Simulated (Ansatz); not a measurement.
Reactions of `C=C[SiH2]O[SiH2]F`.

Gas-phase electronic energies from Ansatz, PBE0-D4/def2-TZVP geometries. CCSD(T)/CBS is the MP2 limit (def2-TZVPP, def2-QZVPP) plus CCSD(T) − MP2 in def2-TZVPP, frozen cores. This one scheme is used for every species. DFT in def2-TZVPP. For Ga, Ge, Se outer-core shells are correlated without core-valence functions, which leaves a few kJ/mol of doubt a bond. Scalar relativity is left out up to krypton. Each species was taken in one conformer, which may not be the lowest.

| reaction | HF/CBS(def2) (kJ/mol) | ωB97X-V (kJ/mol) | CCSD/CBS(def2) (kJ/mol) | MP2/CBS(def2) (kJ/mol) | CCSD(T)/CBS(def2) (kJ/mol) |
| --- | --- | --- | --- | --- | --- |
| `C=C[SiH2]O[SiH2]F` + `C=C[SiH2]S` → `C=C[SiH2][SiH2]S` + `C=CO[SiH2]F` | 208 | 171 | 187 | 192 | 182 |
| `C=C[SiH2]O[SiH2]F` + CH₃NH₂ → `C=C[SiH2]CN` + `O[SiH2]F` | 156 | 126 | 131 | 128 | 127 |
| `C=C[SiH2]O[SiH2]F` + acetic acid → `C=C[SiH2]O` + `CC(=O)O[SiH2]F` | 46 | 35 | 36 | 34 | 34 |
| `C=C[SiH2]O[SiH2]F` + `[GaH2][GeH3]` → `F[SiH2]O[SiH3]` + `C=[CH][GaH][GeH3]` | 8 | 7 | 1 | -4 | -1 |
| `C=C[SiH2]O[SiH2]F` + `C=C([SiH3])[SeH]` → `C=C([SeH])[SiH2]F` + `C=C[SiH2]O[SiH3]` | 20 | 19 | 20 | 20 | 20 |
| `C=C[SiH2]O[SiH2]F` + `[OH][GeH3]` → `F[SiH2][O][GeH3]` + `C=C[SiH2]O` | 2 | 1 | 1 | 1 | 1 |

Largest T1 diagnostic: 0.015, for `CC(=O)O`.
